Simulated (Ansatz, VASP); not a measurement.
**One calculation of Zn, two programs**

```
CELL_PARAMETERS angstrom
2.66480 0.00000 0.00000
-1.33240 2.30778 0.00000
0.00000 0.00000 4.94670
ATOMIC_POSITIONS crystal
Zn 0.33333 0.66667 0.25000
Zn 0.66667 0.33333 0.75000
```

Alike in both runs: task single point; functional LDA; k mesh 9 × 9 × 4; occupations gaussian, width 0.1 eV; no spin polarisation.

|  | VASP | Ansatz |
| --- | --- | --- |
| version | VASP 6.6.1 | Ansatz 0.2.0 |
| potentials or method | VASP PAW LDA potentials, release 64 (Zn) | scalar-relativistic, plane waves, PAW |
| plane-wave cutoff (eV) | 520 | 420 |
| valence electrons in the cell | 24 | 24 |

Ansatz gave:

| Item | Value |
| --- | --- |
| gap on the k mesh at the Fermi level (eV) | none |
| pressure (GPa) | -8.6 |
| largest component of the traceless stress (GPa) | 0.97 |

Question: Estimate VASP's values.

Answer: gap on the k mesh at the Fermi level (eV): none; pressure (GPa): -8.2; largest component of the traceless stress (GPa): 0.73.

A gap of «none» marks a metal or a gap that the smearing closes.
